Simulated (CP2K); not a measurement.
Runs of CP2K 2026.2 on Al. Symmetry: Fm-3m, No. 225, cubic system. Conventional cell: a = 4.050 Å, b = 4.050 Å, c = 4.050 Å, α = 90.00°, β = 90.00°, γ = 90.00°. Al (site symmetry m-3m) is surrounded by 12 Al at 2.86 Å. 

```csv
task,level,potentials or basis,EPS_DEFAULT,basis sets,potentials,D3 from the s-dftd3 library (D3_REFERENCE_CODE),CUTOFF of the grids,gap on the mesh (eV),pressure (GPa)
single point,r2SCAN+D3(BJ)+ATM,POTENTIAL_UZH Al GTH-SCAN-q3; TZVP-MOLOPT-SCAN-GTH basis,1.0E-9,Al TZVP-MOLOPT-SCAN-GTH-q3,Al GTH-SCAN-q3 of POTENTIAL_UZH,yes,675 Ry,none,-5.0
single point,r2SCAN,POTENTIAL_UZH Al GTH-SCAN-q3; TZVP-MOLOPT-SCAN-GTH basis,1.0E-9,Al TZVP-MOLOPT-SCAN-GTH-q3,Al GTH-SCAN-q3 of POTENTIAL_UZH,-,675 Ry,none,-3.6
single point,r2SCAN+D4,POTENTIAL_UZH Al GTH-SCAN-q3; TZVP-MOLOPT-SCAN-GTH basis,1.0E-9,Al TZVP-MOLOPT-SCAN-GTH-q3,Al GTH-SCAN-q3 of POTENTIAL_UZH,-,675 Ry,none,-4.7
band structure,LDA,GTH_POTENTIALS Al GTH-PADE-q3; TZVP-MOLOPT-PBE-GTH basis,1.0E-10,Al TZVP-MOLOPT-PBE-GTH-q3,Al GTH-PADE-q3 of GTH_POTENTIALS,-,450 Ry,none,-4.3
single point,r2SCAN+rVV10,POTENTIAL_UZH Al GTH-SCAN-q3; TZVP-MOLOPT-SCAN-GTH basis,1.0E-9,Al TZVP-MOLOPT-SCAN-GTH-q3,Al GTH-SCAN-q3 of POTENTIAL_UZH,-,675 Ry,none,-3.6
single point,r2SCAN+D3(BJ),POTENTIAL_UZH Al GTH-SCAN-q3; TZVP-MOLOPT-SCAN-GTH basis,1.0E-9,Al TZVP-MOLOPT-SCAN-GTH-q3,Al GTH-SCAN-q3 of POTENTIAL_UZH,yes,675 Ry,none,(a)
```

Alike in all rows: no spin polarisation; cell as given; k mesh 11 × 11 × 11; smearing fermi-dirac 0.05 eV.

**Question.** Fill in the values left out.

**Answer.** (a) -5.2.

Caveats: the basis of atomic orbitals isn't converged, which shifts pressures, moduli and gaps; pairwise dispersion overbinds metals, which lowers pressure and volume (some runs).

A gap of «none» marks a metal or a gap under the smearing width.

Runs at the PBE level aren't shown here.
